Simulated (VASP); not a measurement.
A run of VASP 6.6.1 is set up as follows.

File INCAR:

```
  PREC = Accurate
  ENCUT = 520
  EDIFF = 1E-6
  ISMEAR = 0
  SIGMA = 0.05
  LREAL = F
  LASPH = T
  NELM = 150
  ALGO = Normal
  ISIF = 2
  LWAVE = F
  LCHARG = F
  LNONCOLLINEAR = T
  MAGMOM = 0 0 0
  LORBIT = 11
  LSORBIT = T
  GGA_COMPAT = F
  LORBMOM = T
  LMAXMIX = 4
  GGA = PE
  NBANDS = 18
```

The input KPOINTS:

```
regular mesh
0
Gamma
  18 18 18
```

File POSCAR:

```
Re
1.0
   -1.5572331209      1.5572331209      1.5572331209
    1.5572331209     -1.5572331209      1.5572331209
    1.5572331209      1.5572331209     -1.5572331209
Re
1
Direct
    0.0000000000      0.0000000000      0.0000000000
```

Potentials or basis: VASP PAW PBE potentials, release 64 (Re).

Launch:

```console
$ cat potpaw_PBE.64/Re/POTCAR > POTCAR
$ mpirun -np 1 vasp_ncl > vasp.out
```

Task: Predict the net moment.

Result: 0.00 μB per cell.

Task: Estimate the pressure.

Result: -0.3 GPa.

Moments on the atoms (μB; x, y, z):
```
Re  0.00 0.00 0.00
```
